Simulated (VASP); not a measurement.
A run of VASP 6.6.1 is set up as follows.

File POSCAR:

```
C
1.0
    2.1273203072     -1.2282824400      0.0000000000
    2.1273203072      1.2282824400      0.0000000000
   -1.3790696309      0.0000000000      3.5028300786
C
2
Direct
    0.1666444700      0.1666444700      0.9999069600
    0.8333555300      0.8333555300      0.0000930400
```

File INCAR.step1:

```
SYSTEM = C
PREC = Accurate ; ENCUT = 520
EDIFF = 1E-5 ; ISMEAR = -1
SIGMA = 0.05 ; LREAL = .False.
LASPH = .True. ; NELM = 80
ALGO = Normal ; ISIF = 2
LWAVE = .True. ; LCHARG = .False.
NBANDS = 11 ; GGA = PE
```

The input INCAR.step2:

```
SYSTEM = C
PREC = Accurate ; ENCUT = 520
EDIFF = 1E-7 ; ISMEAR = -1
SIGMA = 0.05 ; LREAL = .False.
LASPH = .True. ; NELM = 80
ALGO = Normal ; ISIF = 2
LWAVE = .False. ; LCHARG = .False.
GGA = PE ; LHFCALC = .True.
AEXX = 0.15 ; PRECFOCK = Fast
HFRCUT = -1 ; NBANDS = 11
ISTART = 1
```

File KPOINTS:

```
Automatic mesh
0
Gamma
  7 7 4
  0 0 0
```

Potentials or basis: VASP PAW PBE potentials, release 64 (C).

Launch:

```console
$ cat potpaw_PBE.64/C/POTCAR > POTCAR
$ cp INCAR.step1 INCAR
$ mpirun -np 1 vasp_std > vasp.out
$ cp INCAR.step2 INCAR
$ mpirun -np 1 vasp_std > vasp.out
```

Question: Predict the band gap on the k mesh.

Answer: 2.99 eV, indirect (least direct gap 3.00 eV).

Question: What does it give for the pressure?

Answer: 0.7 GPa.

Question: What does it give for the largest force?

Answer: 0.010 eV/Å.

Forces on the atoms (eV/Å):
```
C   -0.002  0.000  0.010
C    0.002  0.000 -0.010
```

Caveat: the k mesh is coarse (spacing up to 0.45 Å⁻¹), so the values aren't converged, least of all with exact exchange; the PAW data sets were made with another functional, which shifts forces and pressure a little; an odd mesh through Γ misses points on the zone boundary, where band edges often lie.
